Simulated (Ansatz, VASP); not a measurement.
**Cl: VASP beside Ansatz**

The input INCAR:

```
SYSTEM = Cl
PREC = Accurate
ENCUT = 520
EDIFF = 1E-6
ISMEAR = -1
SIGMA = 0.08
LREAL = .False.
LASPH = .True.
NELM = 60
ALGO = Normal
ISIF = 2
LWAVE = .False.
LCHARG = .True.
GGA = PS
LELF = .True.
LVHAR = .True.
NBANDS = 10
```

Contents of KPOINTS:

```
Automatic mesh
0
Gamma
  15 15 15
  0 0 0
```

POSCAR

```
Cl
1.0
    2.6901663749      0.0000000000      0.0000000000
    0.0000000000      2.6901663749      0.0000000000
    0.0000000000      0.0000000000      2.6901663749
Cl
1
Direct
    0.0000000000      0.0000000000      0.0000000000
```

Input for Ansatz:

```yaml
crystal:
  lattice:
    - [2.6901663749, 0.0, 0.0]
    - [0.0, 2.6901663749, 0.0]
    - [0.0, 0.0, 2.6901663749]
  atoms:
    - { symbol: Cl, position: [0.0, 0.0, 0.0] }
kpoints:
  mp_grid: { grid: [15, 15, 15] }
scf:
  occupations: { method: fermi_dirac, width: 0.08 }
hamiltonian:
  xc: pbesol
  pseudopotentials: { kind: all_electron, lapw: { basis_error: 0.001 } }
output:
  forces: true
  stress: true
  eigenvalues: true
  populations: true
```

Change from the starting cell: volume scaled by 0.9, LAPW.

Alike in both runs: task single point; functional PBEsol; k mesh 15 × 15 × 15; occupations fermi-dirac, width 0.08 eV; no spin polarisation.

|  | VASP | Ansatz |
| --- | --- | --- |
| version | VASP 6.6.1 | Ansatz 0.2.0 |
| potentials or method | VASP PAW PBE potentials, release 64 (Cl) | all-electron LAPW, scalar-relativistic |
| plane-wave cutoff (eV) | 520 | see its input |

VASP gave:

* pressure (GPa): 6.1

Which values does Ansatz return?

Pressure (GPa): 6.2.

Ansatz ran all-electron here, so the differences hold the error of VASP's frozen core and of both bases.

Caveats: the PAW data sets were made with another functional, which shifts forces and pressure a little (VASP); an odd number of electrons without spin polarisation forces a metal; a magnetic or distorted state may lie lower.
